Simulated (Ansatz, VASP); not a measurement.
Os in VASP and in Ansatz

```
CELL_PARAMETERS angstrom
0.00000 1.94500 1.94500
1.94500 0.00000 1.94500
1.94500 1.94500 0.00000
ATOMIC_POSITIONS crystal
Os 0.00000 0.00000 0.00000
```

Alike in both runs: task single point; functional PBE; k mesh 12 × 12 × 12; occupations fermi-dirac, width 0.05 eV; no spin polarisation.

|  | VASP | Ansatz |
| --- | --- | --- |
| version | VASP 6.6.1 | Ansatz 0.2.0 |
| potentials or method | VASP PAW PBE potentials, release 64 (Os), cutoff 520 eV | all-electron LAPW, scalar-relativistic |

Ansatz gave:

* gap on the k mesh at the Fermi level (eV): none
* pressure (GPa): -10.0

What did VASP give for the same quantities?

gap on the k mesh at the Fermi level (eV): none; pressure (GPa): -10.3.

A gap of «none» marks a metal or a gap that the smearing closes. Ansatz ran all-electron here, so the differences hold the error of VASP's frozen core and of both bases.

Spin-orbit coupling is left out, which matters for the levels of Os.
